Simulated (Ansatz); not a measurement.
A computed series for RuO2: pressure series

Consider RuO$_{2}$ in the rutile structure (space group P4_2/mnm, No. 136; a = 4.5245 Å, c = 3.1196 Å).

Cell and atoms are relaxed at each pressure.

Calculations: PBE (Ansatz, a quantum-chemistry and plane-wave program, PAW, spin-orbit coupling left out), earlier PAW set.

Candidates:
(a) pressure 30 GPa
(b) pressure −1 GPa
(c) pressure 75 GPa
(d) pressure 7 GPa

Base values:

| Quantity | Result |
|---|---|
| c/a ratio | 0.689 |

**Question.** Order them by c/a ratio, highest first.

**Answer.** (c) pressure 75 GPa (0.725), (a) pressure 30 GPa (0.705), (d) pressure 7 GPa (0.694), (b) pressure −1 GPa (0.689)

Load acts through the strain it causes; cell and atoms are relaxed under it. Whether these cells are dynamically stable was not tested. No other phases were tried under pressure. No Hubbard U is applied, and correlation can decide whether such a compound is a metal. The final runs are not spin-polarised.
